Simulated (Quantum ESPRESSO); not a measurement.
# ZrC in Quantum ESPRESSO: the effect of functional

ZrC:

```
CELL_PARAMETERS angstrom
0.00000 2.36500 2.36500
2.36500 0.00000 2.36500
2.36500 2.36500 0.00000
ATOMIC_POSITIONS crystal
Zr 0.50000 0.50000 0.50000
C 0.00000 0.00000 0.00000
```

Alike in all runs:

- Program: Quantum ESPRESSO 7.5
- Task: phonons
- Cutoff: 612 eV
- Density cutoff: 4898 eV
- k mesh: 7 × 7 × 7
- Occupations: cold, width 0.2 eV
- Spin: no spin polarisation

Each run relaxes the cell or the atoms first.

```tsv
functional	potentials or basis	relaxed volume (Å³/atom)	highest phonon frequency (cm⁻¹)
LDA	GBRV 1.5 LDA	12.50	427
PBE	GBRV 1.5 PBE	?	?
PBEsol	GBRV 1.5 PBEsol	12.72	426
WC	GBRV 1.5 PBE	12.79	423
BLYP	GBRV 1.5 PBE	13.50	389
AM05	GBRV 1.5 PBE	12.71	425
vdW-DF-cx	GBRV 1.5 PBE	12.81	428
```

Question: What does the run with functional PBE give?

Answer: Relaxed volume 13.04 Å³/atom; highest phonon frequency 417 cm⁻¹.

Caveats: the mesh is thin for the phonons of a metal; the potentials were made for another functional, which shifts forces and pressure (some runs).
